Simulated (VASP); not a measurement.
# CaSe (Fm-3m) in VASP: further runs, part 2 of 2

VASP 6.6.1.

## (4) Electric field gradients, PBE

This run uses another cell than the first one, of 25.83 Å³/atom, 1.053 times its volume.

File INCAR:

```
  ALGO = Normal
  EDIFF = 1E-8
  ENCUT = 520
  GGA = PE
  ISIF = 2
  ISMEAR = -1
  LASPH = True
  LCHARG = False
  LEFG = True
  LREAL = False
  LWAVE = False
  NBANDS = 15
  NELM = 60
  PREC = Accurate
  SIGMA = 0.01
```

File KPOINTS:

```
k-points
0
Gamma
  7 7 7
```

File POSCAR:

```
CaSe
1.0
    0.0000000000      2.9560000000      2.9560000000
    2.9560000000      0.0000000000      2.9560000000
    2.9560000000      2.9560000000      0.0000000000
Ca Se
1 1
Direct
    0.0000000000      0.0000000000      0.0000000000
    0.5000000000      0.5000000000      0.5000000000
```

Potentials or basis: VASP PAW PBE potentials, release 64 (Ca_sv, Se).

Launch:

```console
$ cat potpaw_PBE.64/Ca_sv/POTCAR potpaw_PBE.64/Se/POTCAR > POTCAR
$ mpirun -np 1 vasp_std > vasp.out
```

OUTCAR:

```text
EDIFF = 1E-8
   ENCUT = 520
   GGA = PE
   ISIF = 2
   ISMEAR = -1
   LASPH = True
   LREAL = False
   NELM = 60
   PREC = Accurate

 ion  position               nearest neighbor table
   1  0.000  0.000  0.000-   2 2.96   2 2.96   2 2.96   2 2.96   2 2.96   2 2.96
   2  0.500  0.500  0.500-   1 2.96   1 2.96   1 2.96   1 2.96   1 2.96   1 2.96

  LATTYP: Found a face centered cubic cell.
 ALAT       =     5.9120000000

  Lattice vectors:

 A1 = (   0.0000000000,   2.9560000000,   2.9560000000)
 A2 = (   2.9560000000,   0.0000000000,   2.9560000000)
 A3 = (   2.9560000000,   2.9560000000,   0.0000000000)

Analysis of symmetry for initial positions (statically):
=====================================================================
 Subroutine PRICEL returns:
 Original cell was already a primitive cell.

 Routine SETGRP: Setting up the symmetry group for a
 face centered cubic supercell.

 Subroutine GETGRP returns: Found 48 space group operations
 (whereof 48 operations were pure point group operations)
 out of a pool of 48 trial point group operations.

The static configuration has the point symmetry O_h .

Analysis of symmetry for dynamics (positions and initial velocities):
=====================================================================
 Subroutine PRICEL returns:
 Original cell was already a primitive cell.

 Routine SETGRP: Setting up the symmetry group for a
 face centered cubic supercell.

 Subroutine GETGRP returns: Found 48 space group operations
 (whereof 48 operations were pure point group operations)
 out of a pool of 48 trial point group operations.
[... 497 lines left out ...]
      4     -18.3105      2.00000
      5      -8.6739      2.00000
      6       0.3143      2.00000
      7       0.3700      2.00000
      8       1.0571      2.00000
      9       6.4361      0.00000
     10       7.3362      0.00000
     11       7.9085      0.00000
     12       8.2892      0.00000
     13       8.4399      0.00000
     14      10.3478      0.00000
     15      11.6227      0.00000

------------------------ aborting loop because EDIFF is reached ----------------------------------------

  FORCE on cell =-STRESS in cart. coord.  units (eV):
  Direction    XX          YY          ZZ          XY          YZ          ZX
  --------------------------------------------------------------------------------------
  -------------------------------------------------------------------------------------
  Total        0.4354294      0.4354294      0.4354294     -0.0000000     -0.0000000      0.0000000
  in kB       13.5047026     13.5047026     13.5047026     -0.0000000     -0.0000000      0.0000000
  external PRESSURE =      13.5047026 kB  Pullay stress =       0.0000000 kB

 VOLUME and BASIS-vectors are now :
 -----------------------------------------------------------------------------
  energy-cutoff  :      520.00
  volume of cell :       51.66
      direct lattice vectors                 reciprocal lattice vectors
     0.000000000  2.956000000  2.956000000    -0.169147497  0.169147497  0.169147497
     2.956000000  0.000000000  2.956000000     0.169147497 -0.169147497  0.169147497
     2.956000000  2.956000000  0.000000000     0.169147497  0.169147497 -0.169147497

 POSITION                                       TOTAL-FORCE (eV/Angst)
 -----------------------------------------------------------------------------------
      0.00000      0.00000      0.00000         0.000000     -0.000000     -0.000000
      2.95600      2.95600      2.95600         0.000000      0.000000      0.000000
 -----------------------------------------------------------------------------------
    total drift:                                0.000000     -0.000000     -0.000000

  FREE ENERGIE OF THE ION-ELECTRON SYSTEM (eV)
  ---------------------------------------------------
  free  energy   TOTEN  =        -9.4797951952 eV

  energy  without entropy=       -9.4797951952  energy(sigma->0) =       -9.47979520

 Electric field gradients (V/A^2)
---------------------------------------------------------------------
 ion       V_xx      V_yy      V_zz      V_xy      V_xz      V_yz
---------------------------------------------------------------------
   1       0.000     0.000     0.000     0.000     0.000     0.000
   2      -0.000    -0.000    -0.000    -0.000    -0.000    -0.000
---------------------------------------------------------------------

 Electric field gradients after diagonalization (V/A^2)
 (convention: |V_zz| > |V_xx| > |V_yy|)
----------------------------------------------------------------------
 ion       V_xx      V_yy      V_zz     asymmetry (V_yy - V_xx)/ V_zz
----------------------------------------------------------------------
   1      -0.000    -0.000     0.000       0.000
   2       0.000     0.000    -0.001       0.000
----------------------------------------------------------------------

           NMR quadrupolar parameters

 Cq : quadrupolar parameter    Cq=e*Q*V_zz/h
 eta: asymmetry parameters     (V_yy - V_xx)/ V_zz
 Q  : nuclear electric quadrupole moment in mb (millibarn)
----------------------------------------------------------------------
 ion       Cq(MHz)       eta       Q (mb)
----------------------------------------------------------------------
   1       0.000       0.000       1.000
   2      -0.000       0.000       1.000
----------------------------------------------------------------------
```

OSZICAR:

```text
N       E                     dE             d eps       ncg     rms          rms(c)
DAV:   1     0.109369217882E+03    0.10937E+03   -0.75264E+03   600   0.988E+02
DAV:   2    -0.479398472868E+01   -0.11416E+03   -0.10800E+03   754   0.248E+02
DAV:   3    -0.938948285565E+01   -0.45955E+01   -0.45443E+01   827   0.468E+01
DAV:   4    -0.961946496056E+01   -0.22998E+00   -0.22988E+00   851   0.894E+00
DAV:   5    -0.962086508657E+01   -0.14001E-02   -0.14000E-02   819   0.762E-01    0.425E+00
DAV:   6    -0.948355453975E+01    0.13731E+00   -0.18177E-01   698   0.226E+00    0.253E+00
DAV:   7    -0.947578275963E+01    0.77718E-02   -0.98384E-02   772   0.198E+00    0.808E-01
DAV:   8    -0.947957055029E+01   -0.37878E-02   -0.11553E-02   656   0.821E-01    0.115E-01
DAV:   9    -0.947966417316E+01   -0.93623E-04   -0.61019E-04   747   0.252E-01    0.464E-02
DAV:  10    -0.947977783079E+01   -0.11366E-03   -0.15086E-04   698   0.758E-02    0.158E-02
DAV:  11    -0.947979659360E+01   -0.18763E-04   -0.43767E-05   705   0.583E-02    0.930E-03
DAV:  12    -0.947979552226E+01    0.10713E-05   -0.21544E-06   748   0.117E-02    0.446E-03
DAV:  13    -0.947979509826E+01    0.42400E-06   -0.90418E-07   712   0.601E-03    0.168E-03
DAV:  14    -0.947979513515E+01   -0.36893E-07   -0.23889E-08   706   0.931E-04    0.115E-03
DAV:  15    -0.947979525274E+01   -0.11759E-06   -0.25541E-08   698   0.992E-04    0.864E-04
DAV:  16    -0.947979520105E+01    0.51697E-07   -0.26661E-09   328   0.451E-04    0.211E-04
DAV:  17    -0.947979519520E+01    0.58449E-08   -0.40984E-10   328   0.118E-04
   1 F= -.94797952E+01 E0= -.94797952E+01  d E =-.142843E-11
```

Wall time 14 s (1 thread of Intel Xeon Platinum 8375C at 2.90GHz (Ice Lake), shared host); peak memory 0.18 GiB.

Results:

* Free energy: -9.4798 eV
* Pressure: 1.4 GPa
* Band gap on the k mesh: 2.08 eV, indirect (least direct gap 2.99 eV)

Caveat: without QUAD_EFG the Cq values of the log hold for a quadrupole moment of 1 mb, not for the nuclei.

## (5) Electric field gradients, PBE (volume scaled by 1.025)

File INCAR:

```
SYSTEM = CaSe
  ALGO = Normal
  EDIFF = 1E-8
  ENCUT = 520
  GGA = PE
  ISIF = 2
  ISMEAR = -1
  LASPH = .TRUE.
  LCHARG = .FALSE.
  LEFG = .TRUE.
  LREAL = .FALSE.
  LWAVE = .FALSE.
  NBANDS = 15
  NELM = 100
  PREC = Accurate
  SIGMA = 0.01
```

File KPOINTS:

```
k-points
0
G
  7 7 7
  0 0 0
```

File POSCAR:

```
CaSe
1.0
    0.0000000000      2.9804308600      2.9804308600
    2.9804308600      0.0000000000      2.9804308600
    2.9804308600      2.9804308600      0.0000000000
Ca Se
1 1
Direct
    0.0000000000      0.0000000000      0.0000000000
    0.5000000000      0.5000000000      0.5000000000
```

Potentials or basis: VASP PAW PBE potentials, release 64 (Ca_sv, Se).

Launch:

```console
$ cat potpaw_PBE.64/Ca_sv/POTCAR potpaw_PBE.64/Se/POTCAR > POTCAR
$ mpirun -np 1 vasp_std > vasp.out
```

OUTCAR:

```text
SYSTEM = CaSe
   EDIFF = 1E-8
   ENCUT = 520
   GGA = PE
   ISIF = 2
   ISMEAR = -1
   LASPH = .TRUE.
   LREAL = .FALSE.
   NELM = 100
   PREC = Accurate

 ion  position               nearest neighbor table
   1  0.000  0.000  0.000-   2 2.98   2 2.98   2 2.98   2 2.98   2 2.98   2 2.98
   2  0.500  0.500  0.500-   1 2.98   1 2.98   1 2.98   1 2.98   1 2.98   1 2.98

  LATTYP: Found a face centered cubic cell.
 ALAT       =     5.9608617200

  Lattice vectors:

 A1 = (   0.0000000000,   2.9804308600,   2.9804308600)
 A2 = (   2.9804308600,   0.0000000000,   2.9804308600)
 A3 = (   2.9804308600,   2.9804308600,   0.0000000000)

Analysis of symmetry for initial positions (statically):
=====================================================================
 Subroutine PRICEL returns:
 Original cell was already a primitive cell.

 Routine SETGRP: Setting up the symmetry group for a
 face centered cubic supercell.

 Subroutine GETGRP returns: Found 48 space group operations
 (whereof 48 operations were pure point group operations)
 out of a pool of 48 trial point group operations.

The static configuration has the point symmetry O_h .

Analysis of symmetry for dynamics (positions and initial velocities):
=====================================================================
 Subroutine PRICEL returns:
 Original cell was already a primitive cell.

 Routine SETGRP: Setting up the symmetry group for a
 face centered cubic supercell.

 Subroutine GETGRP returns: Found 48 space group operations
 (whereof 48 operations were pure point group operations)
 out of a pool of 48 trial point group operations.

The dynamic configuration has the point symmetry O_h .

 Subroutine INISYM returns: Found 48 space group operations
 (whereof 48 operations are pure point group operations),
 and found     1 'primitive' translations

----------------------------------------------------------------------------------------

                                     Primitive cell

  volume of cell :      52.9501

  direct lattice vectors                    reciprocal lattice vectors
     0.000000000  2.980430860  2.980430860    -0.167760979  0.167760979  0.167760979
     2.980430860  0.000000000  2.980430860     0.167760979 -0.167760979  0.167760979
     2.980430860  2.980430860  0.000000000     0.167760979  0.167760979 -0.167760979

  length of vectors
     4.214965744  4.214965744  4.214965744     0.290570540  0.290570540  0.290570540

  position of ions in fractional coordinates (direct lattice)
     0.000000000  0.000000000  0.000000000
     0.500000000  0.500000000  0.500000000

  ion indices of the primitive-cell ions
   primitive index   ion index
                 1           1
                 2           2

----------------------------------------------------------------------------------------

 KPOINTS: k-points

Automatic generation of k-mesh.
 Grid dimensions read from file:
 generate k-points for:    7    7    7
[... 75 lines left out ...]
   EFERMI_NEDOS =   21; number of points for ismear=-14 and -15
   IALGO  =     38    algorithm
   IMIX   =      4    mixing-type and parameters
     AMIX     =   0.40;   BMIX     =  1.00
     AMIX_MAG =   1.60;   BMIX_MAG =  1.00
  volume/ion in A,a.u.               =      26.48       178.66
  Fermi-wavevector in a.u.,A,eV,Ry     =   1.098565  2.075987 16.420125  1.206845
  Thomas-Fermi vector in A             =   2.234945
   LORBIT       =      0    0 simple, 1 ext, 2 COOP (PROOUT), +10 PAW based schemes
   GGA     = PE    functional components
   LHFCALC =     F    Hartree Fock is set to
   AEXX    =    0.0000 exact exchange contribution
   IVDW    =     0    specifies the selected vdW correction
   LEPSILON=     F    determine dielectric tensor
   LRPA    =     F    only Hartree local field effects (RPA)
 non-spin polarized calculation
  energy-cutoff  :      520.00
  volume of cell :       52.95
 maximum number of plane-waves:      1436
   NGX = 15   NGY = 15   NGZ = 15

 number of electron      15.9999996 magnetization

 Free energy of the ion-electron system (eV)
  ---------------------------------------------------
  ext. energy  EPLUGINS =         0.00000000
  ---------------------------------------------------
  free energy    TOTEN  =        -9.48574438 eV

  energy without entropy =       -9.48574438  energy(sigma->0) =       -9.48574438

 E-fermi :   2.6073     XC(G=0):  -9.0583

 val. band max:        2.2893787389   @ k =   0.0000   0.0000   0.0000
 cond. band min:       4.4264218054   @ k =   0.4286   0.4286   0.0000
 fundamental gap:      2.1370430665
 Fermi energy:         2.6073368386

 k-point     1 :       0.0000    0.0000    0.0000
  band No.  band energies     occupation
      1     -37.5309      2.00000
      2     -18.5206      2.00000
      3     -18.5206      2.00000
      4     -18.5206      2.00000
      5      -9.4307      2.00000
      6       2.2894      2.00000
      7       2.2894      2.00000
      8       2.2894      2.00000
      9       5.5086      0.00000
     10       6.0019      0.00000
     11       6.0019      0.00000
     12       6.0019      0.00000
     13       6.5483      0.00000
     14       6.5483      0.00000
[... 329 lines left out ...]
      2     -18.5765      2.00000
      3     -18.5758      2.00000
      4     -18.5476      2.00000
      5      -8.7956      2.00000
      6       0.2082      2.00000
      7       0.2593      2.00000
      8       0.9347      2.00000
      9       6.2576      0.00000
     10       7.1285      0.00000
     11       7.6638      0.00000
     12       8.0254      0.00000
     13       8.1906      0.00000
     14      10.0254      0.00000
     15      11.2828      0.00000

------------------------ aborting loop because EDIFF is reached ----------------------------------------

  FORCE on cell =-STRESS in cart. coord.  units (eV):
  Direction    XX          YY          ZZ          XY          YZ          ZX
  --------------------------------------------------------------------------------------
  -------------------------------------------------------------------------------------
  Total        0.0322130      0.0322130      0.0322130     -0.0000000     -0.0000000     -0.0000000
  in kB        0.9747067      0.9747067      0.9747067     -0.0000000     -0.0000000     -0.0000000
  external PRESSURE =       0.9747067 kB  Pullay stress =       0.0000000 kB

 VOLUME and BASIS-vectors are now :
 -----------------------------------------------------------------------------
  energy-cutoff  :      520.00
  volume of cell :       52.95
      direct lattice vectors                 reciprocal lattice vectors
     0.000000000  2.980430860  2.980430860    -0.167760979  0.167760979  0.167760979
     2.980430860  0.000000000  2.980430860     0.167760979 -0.167760979  0.167760979
     2.980430860  2.980430860  0.000000000     0.167760979  0.167760979 -0.167760979

 POSITION                                       TOTAL-FORCE (eV/Angst)
 -----------------------------------------------------------------------------------
      0.00000      0.00000      0.00000        -0.000000      0.000000      0.000000
      2.98043      2.98043      2.98043         0.000000     -0.000000     -0.000000
 -----------------------------------------------------------------------------------
    total drift:                                0.000000     -0.000000     -0.000000

  FREE ENERGIE OF THE ION-ELECTRON SYSTEM (eV)
  ---------------------------------------------------
  free  energy   TOTEN  =        -9.4857443797 eV

  energy  without entropy=       -9.4857443797  energy(sigma->0) =       -9.48574438

 Electric field gradients (V/A^2)
---------------------------------------------------------------------
 ion       V_xx      V_yy      V_zz      V_xy      V_xz      V_yz
---------------------------------------------------------------------
   1       0.000     0.000     0.000     0.000     0.000     0.000
   2       0.000    -0.000     0.000    -0.000    -0.000    -0.000
---------------------------------------------------------------------

 Electric field gradients after diagonalization (V/A^2)
 (convention: |V_zz| > |V_xx| > |V_yy|)
----------------------------------------------------------------------
 ion       V_xx      V_yy      V_zz     asymmetry (V_yy - V_xx)/ V_zz
----------------------------------------------------------------------
   1      -0.000    -0.000     0.001       0.000
   2       0.000     0.000    -0.001       0.000
----------------------------------------------------------------------

           NMR quadrupolar parameters

 Cq : quadrupolar parameter    Cq=e*Q*V_zz/h
 eta: asymmetry parameters     (V_yy - V_xx)/ V_zz
 Q  : nuclear electric quadrupole moment in mb (millibarn)
----------------------------------------------------------------------
 ion       Cq(MHz)       eta       Q (mb)
----------------------------------------------------------------------
   1       0.000       0.000       1.000
   2      -0.000       0.000       1.000
----------------------------------------------------------------------
```

OSZICAR:

```text
N       E                     dE             d eps       ncg     rms          rms(c)
DAV:   1     0.109305739717E+03    0.10931E+03   -0.74823E+03   600   0.988E+02
DAV:   2    -0.495155871094E+01   -0.11426E+03   -0.10848E+03   733   0.248E+02
DAV:   3    -0.941069697168E+01   -0.44591E+01   -0.44203E+01   813   0.466E+01
DAV:   4    -0.962852674455E+01   -0.21783E+00   -0.21760E+00   842   0.848E+00
DAV:   5    -0.963045046729E+01   -0.19237E-02   -0.19236E-02   806   0.827E-01    0.426E+00
DAV:   6    -0.948805848516E+01    0.14239E+00   -0.19307E-01   691   0.230E+00    0.252E+00
DAV:   7    -0.948142921836E+01    0.66293E-02   -0.10124E-01   772   0.198E+00    0.820E-01
DAV:   8    -0.948550923841E+01   -0.40800E-02   -0.12276E-02   635   0.839E-01    0.117E-01
DAV:   9    -0.948560531273E+01   -0.96074E-04   -0.68033E-04   797   0.256E-01    0.494E-02
DAV:  10    -0.948572515296E+01   -0.11984E-03   -0.16361E-04   663   0.786E-02    0.157E-02
DAV:  11    -0.948574601766E+01   -0.20865E-04   -0.48903E-05   726   0.602E-02    0.106E-02
DAV:  12    -0.948574475426E+01    0.12634E-05   -0.25529E-06   734   0.119E-02    0.508E-03
DAV:  13    -0.948574427716E+01    0.47710E-06   -0.11309E-06   719   0.663E-03    0.151E-03
DAV:  14    -0.948574432497E+01   -0.47816E-07   -0.30232E-08   720   0.105E-03    0.987E-04
DAV:  15    -0.948574444513E+01   -0.12015E-06   -0.26840E-08   712   0.101E-03    0.100E-03
DAV:  16    -0.948574438390E+01    0.61228E-07   -0.44786E-09   349   0.509E-04    0.167E-04
DAV:  17    -0.948574437966E+01    0.42446E-08   -0.64162E-10   349   0.143E-04
   1 F= -.94857444E+01 E0= -.94857444E+01  d E =-.891672E-16
```

stdout:

```text
POSCAR found type information on POSCAR CaSe
 POSCAR found :  2 types and       2 ions
 scaLAPACK will be used
 LDA part: xc-table for (Slater+PW92), standard interpolation
 POSCAR, INCAR and KPOINTS ok, starting setup
 FFT: planning ... GRIDC
 FFT: planning ... GRID_SOFT
 FFT: planning ... GRID
 WAVECAR not read
 entering main loop
ion   1

ion   2
```

Wall time 14 s (1 thread of Intel Xeon Platinum 8375C at 2.90GHz (Ice Lake), shared host); peak memory 0.18 GiB.

What came out:

```
Free energy            : -9.4857 eV
Pressure               : 0.1 GPa
Band gap on the k mesh : 2.14 eV, indirect (least direct gap 3.02 eV)
```

Levels at points of the mesh, in eV from the valence-band top:
| k point | band 6 | band 7 | band 8 | band 9 | band 10 | band 11 |
| --- | --- | --- | --- | --- | --- | --- |
| (0.00, 0.00, 0.00) | 0.00 | 0.00 | 0.00 | 3.22 | 3.71 | 3.71 |

Caveat: the cell differs from its parent crystal (volume scaled by 1.025); without QUAD_EFG the Cq values of the log hold for a quadrupole moment of 1 mb, not for the nuclei. A k mesh can miss the band edges.

## (6) Overview

```csv
cell,gap on the mesh (eV),pressure (GPa)
"a = 4.110 Å, angles 60.0°, 2 atoms",1.95,4.4
"a = 4.145 Å, angles 60.0°, 2 atoms",2.02,2.8
"a = 4.180 Å, angles 60.0°, 2 atoms",2.08,1.4
"a = 4.215 Å, angles 60.0°, 2 atoms",2.14,0.1
```

Alike in all rows: task electric field gradients; level PBE; potentials or basis VASP PAW PBE potentials, release 64 (Ca_sv, Se); no spin polarisation; k mesh 7 × 7 × 7; cutoff (eV) 520; smearing fermi-dirac 0.01 eV.

Total energies depend on the potentials used, so only differences within one code and one set of settings carry meaning.

## (7) How close it comes

Step 4. A measured gap of CaSe is 3.85 eV (indirect; 2 K; a printed reference work, monograph, original work of 1988); the calculated 2.08 eV misses it by -1.77 eV. Spin-orbit coupling on Se is left out. The value is that of PBE on a finite k mesh, which can miss the band edges, without temperature or zero-point motion. Semilocal functionals fall short of measured gaps as a rule.
